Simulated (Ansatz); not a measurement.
Te2Mo:

```xyz
12
Lattice="6.3300 0.0000 0.0000 0.0000 3.4690 0.0000 -0.9468 0.0000 13.8276" Properties=species:S:1:pos:R:3 pbc="T T T"
Te    5.4013    2.6018    8.3588
Te   -0.0181    0.8672    5.4688
Te    4.9099    0.8672   11.7728
Te    0.4733    2.6018    2.0548
Te    1.7550    2.6018   12.3826
Te    3.6282    0.8672    1.4450
Te    2.1916    0.8672    8.9658
Te    3.1917    2.6018    4.8618
Mo    4.2299    2.6018   13.7253
Mo    1.1533    0.8672    0.1023
Mo    3.8493    0.8672    6.8225
Mo    1.5339    2.6018    7.0051
```

- Program: Ansatz 0.2.0
- Task: relaxation of cell and atoms
- Functional: RPBE
- Dispersion: D4
- Potentials or basis: Ansatz PAW
- Cutoff: 420 eV (not typed: the program's choice for these potentials)
- k mesh: 4 × 8 × 2
- Occupations: fermi-dirac, width 0.05 eV
- Spin: no spin polarisation

At the start: volume 25.30 Å³/atom.

**Question.** How do energy, volume and symmetry change on relaxing?

**Answer.** It ends after 6 steps and the volume is 23.68 Å³/atom (-6.4 %); space group P2_1/m (No. 11, to 0.05 Å).

Step by step:
```
step  energy change (eV)  largest force (eV/Å)  volume (Å³)
   1              0.0000                0.2037       303.64
   2             -0.1476                0.0527       291.98
   3             -0.2024                0.1127       286.95
   4             -0.2107                0.0329       284.30
   5             -0.2109                0.0073       284.13
   6             -0.2069                0.0073       284.13
```

Final structure:
```
CELL_PARAMETERS angstrom
6.30264 0.00000 -0.00937
0.00000 3.45870 0.00000
-0.96316 0.00000 13.03558
ATOMIC_POSITIONS crystal
Te 0.94744 0.75000 0.60892
Te 0.05256 0.25000 0.39108
Te 0.90284 0.25000 0.84183
Te 0.09716 0.75000 0.15817
Te 0.41050 0.75000 0.89162
Te 0.58950 0.25000 0.10838
Te 0.44297 0.25000 0.65747
Te 0.55703 0.75000 0.34253
Mo 0.81695 0.75000 0.99190
Mo 0.18305 0.25000 0.00810
Mo 0.68062 0.25000 0.49389
Mo 0.31938 0.75000 0.50611
```

Caveat: the plane-wave basis is chosen anew once the cell has moved, so the energies of steps on either side of that aren't comparable; the PAW data sets come from PBE, with cores solved anew for the run's functional, which leaves a small shift of forces and pressure.
